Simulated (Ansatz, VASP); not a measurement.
Two plane-wave programs on Fe

```xyz
2
Lattice="2.4342 0.0000 0.0000 -1.2171 2.1080 0.0000 0.0000 0.0000 3.8419" Properties=species:S:1:pos:R:3 pbc="T T T"
Fe    1.2171    0.7027    2.8815
Fe    0.0000    1.4054    0.9605
```

This isn't the form of Fe at room conditions, which is bcc.

Alike in both runs: functional PBE; dispersion D4; k mesh 12 × 12 × 7; occupations methfessel-paxton of order 1, width 0.2 eV; collinear spin, ferrimagnetic start; Hubbard terms Fe d U = 6 eV, J = 1.0 eV.

|  | VASP | Ansatz |
| --- | --- | --- |
| version | VASP 6.6.1 | Ansatz 0.2.0 |
| potentials or method | VASP PAW PBE potentials, release 64 (Fe) | Ansatz PAW |
| plane-wave cutoff (eV) | 520 | 420 |
| valence electrons in the cell | 16 | 32 |
| task | hyperfine couplings | single point |

VASP gave:

| Quantity | Value |
| --- | --- |
| gap on the k mesh at the Fermi level (eV) | none |
| rms of the force components (eV/Å) | 0.000 |
| net moment per atom (μB) | 0.00 |
| size of the moment on the site where the two differ most (μB) | 2.94 |
| dispersion energy (meV/atom) | -403.4 |

Question: What did Ansatz give for the same quantities?

Answer: gap on the k mesh at the Fermi level (eV): none; rms of the force components (eV/Å): 0.372; net moment per atom (μB): 0.00; size of the moment on the site where the two differ most (μB): 2.50; dispersion energy (meV/atom): -403.5.

Site moments also hang on the region over which each program counts them. The programs project onto different local orbitals, so the same U acts differently. Atom by atom the forces differ by 0.372 eV/Å (rms over components). A gap of «none» marks a metal or a gap that the smearing closes. The two sets of potentials don't hold the same shells in valence.

Caveats: the U is typed as a test and isn't derived for this compound; the magnetic or orbital state may not be the lowest (Ansatz). The state reached can hang on the start; a lower one may exist.
